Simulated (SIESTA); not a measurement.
Crystal: BAs.

```
CELL_PARAMETERS angstrom
0.00000 2.38850 2.38850
2.38850 0.00000 2.38850
2.38850 2.38850 0.00000
ATOMIC_POSITIONS crystal
As 0.75000 0.75000 0.75000
B 0.00000 0.00000 0.00000
```

Base run:

```yaml
Program: SIESTA 5.4.2
Functional: PBE
Potentials_or_basis: PseudoDojo 0.4 standard (PBE files)
Basis: DZP (energy shift 0.002 Ry)
Grid_cutoff: 500 Ry
Energy_shift: 0.002 Ry
k_mesh: 10 × 10 × 10
Occupations: fermi-dirac, width 0.05 eV
Spin: no spin polarisation
```

Its results: band gap on the k mesh 1.48 eV, indirect (least direct gap 3.43 eV); pressure 6.8 GPa.

Problem. After a change of settings the same cell gave: band gap on the k mesh 1.52 eV, indirect (least direct gap 3.43 eV); pressure 7.8 GPa. Which change was it?
A. functional from PBE to xPBE
B. basis from DZP (energy shift 0.002 Ry) to TZDP (energy shift 0.002 Ry)
C. k mesh from 10 × 10 × 10 to 8 × 8 × 8
D. basis from DZP (energy shift 0.002 Ry) to TZP (energy shift 0.002 Ry)

Solution. A.

Caveats: semicore shells carry a single zeta, which can move pressures by several GPa and volumes by a few percent; the basis of atomic orbitals isn't converged, which shifts pressures, moduli and gaps; the potentials were made for another functional, which shifts forces and pressure (some runs).

Not every run made on this cell is shown here.
